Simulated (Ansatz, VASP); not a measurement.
## One calculation of K2Br, two programs

File POSCAR:

```
K2Br
1.0
    0.0000000000      3.6934756143      3.6934756143
    3.6934756143      0.0000000000      3.6934756143
    3.6934756143      3.6934756143      0.0000000000
K Br
2 1
Direct
    0.2500000000      0.2500000000      0.2500000000
    0.7500000000      0.7500000000      0.7500000000
    0.0000000000      0.0000000000      0.0000000000
```

INCAR.step1

```
PREC = Accurate
ENCUT = 600
ISMEAR = 0
SIGMA = 0.1
LREAL = False
LASPH = True
NELM = 80
GGA = PE
ALGO = Normal
EDIFF = 1E-4
LWAVE = True
LCHARG = False
```

Contents of INCAR.step2:

```
PREC = Accurate
ENCUT = 600
EDIFF = 1E-7
ISMEAR = 0
SIGMA = 0.1
LREAL = False
LASPH = True
NELM = 80
ALGO = Normal
ISIF = 3
LWAVE = False
LCHARG = False
METAGGA = R2SCAN
LMIXTAU = True
IBRION = 2
NSW = 90
EDIFFG = -0.04
ISTART = 1
```

File KPOINTS:

```
Automatic mesh
0
Gamma
  4 4 4
```

Input for Ansatz:

```yaml
crystal:
  lattice:
    - [0.0, 3.6934756143, 3.6934756143]
    - [3.6934756143, 0.0, 3.6934756143]
    - [3.6934756143, 3.6934756143, 0.0]
  atoms:
    - { symbol: K, position: [0.25, 0.25, 0.25] }
    - { symbol: K, position: [0.75, 0.75, 0.75] }
    - { symbol: Br, position: [0.0, 0.0, 0.0] }
basis:
  ecutwfc: 500
kpoints:
  mp_grid: { grid: [4, 4, 4] }
hamiltonian:
  xc: r2scan
scf:
  occupations: { method: gaussian, width: 0.1 }
  lower_state_search: "off"
output:
  forces: true
  stress: true
  eigenvalues: true
relax:
  adjacent_minimum: "off"
  f_tol: 0.04
  max_steps: 70
  cell: { stress_tol: 0.4 }
```

Alike in both runs: task relaxation of cell and atoms; functional r2SCAN; k mesh 4 × 4 × 4; occupations gaussian, width 0.1 eV; no spin polarisation.

|  | VASP | Ansatz |
| --- | --- | --- |
| version | VASP 6.6.1 | Ansatz 0.2.0 |
| potentials or method | VASP PAW PBE potentials, release 64 (K_sv, Br) | scalar-relativistic, plane waves, PAW |
| plane-wave cutoff (eV) | 600 | 500 |
| valence electrons in the cell | 25 | 25 |

|  | VASP | Ansatz | Ansatz less VASP |
| --- | --- | --- | --- |
| gap on the k mesh at the Fermi level, each at its own relaxed structure (eV) | none | none | - |
| relaxed volume (Å³/atom) | 45.04 | 45.75 | +0.707 |
| relaxed cell length with the largest relative difference (Å) | 5.760 | 5.790 | +0.0300 |
| energy change over the relaxation (meV/atom) | -121 | -121 | -0.3 |

A gap of «none» marks a metal or a gap that the smearing closes.

Caveats: the k mesh is coarse (spacing up to 0.37 Å⁻¹), so the values aren't converged; the volume moved by over 15 % at a fixed basis, so the end points are rough (VASP); the PAW data sets were made with another functional, which shifts forces and pressure a little (VASP); an odd number of electrons without spin polarisation forces a metal; a magnetic or distorted state may lie lower.
